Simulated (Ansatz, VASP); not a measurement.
**Two plane-wave programs on BP**

```xyz
2
Lattice="0.0000 2.4051 2.2690 2.2690 0.0000 2.2690 2.2690 2.4051 0.0000" Properties=species:S:1:pos:R:3 pbc="T T T"
B     0.0000    0.0000    0.0000
P     3.4035    3.6077    3.4035
```

Change from the starting cell: strain +0.0600 x Voigt [0, 1, 0, 0, 0, 0], atoms carried along.

Alike in both runs: task single point; functional PBE; k mesh 10 × 10 × 10; occupations gaussian, width 0.05 eV; no spin polarisation.

```csv
,VASP,Ansatz
version,VASP 6.6.1,Ansatz 0.2.0
potentials or method,"VASP PAW PBE potentials, release 64 (B, P)","scalar-relativistic, plane waves, PAW"
plane-wave cutoff (eV),520,420
valence electrons in the cell,8,8
```

VASP gave:

* gap on the k mesh at the Fermi level (eV): 0.89
* least direct gap on the mesh (eV): 3.03
* pressure (GPa): -7.7
* largest component of the traceless stress (GPa): 10.63

Which values does Ansatz return?

gap on the k mesh at the Fermi level (eV): 0.89; least direct gap on the mesh (eV): 3.04; pressure (GPa): -7.6; largest component of the traceless stress (GPa): 10.62.

A k mesh can miss the band edges.
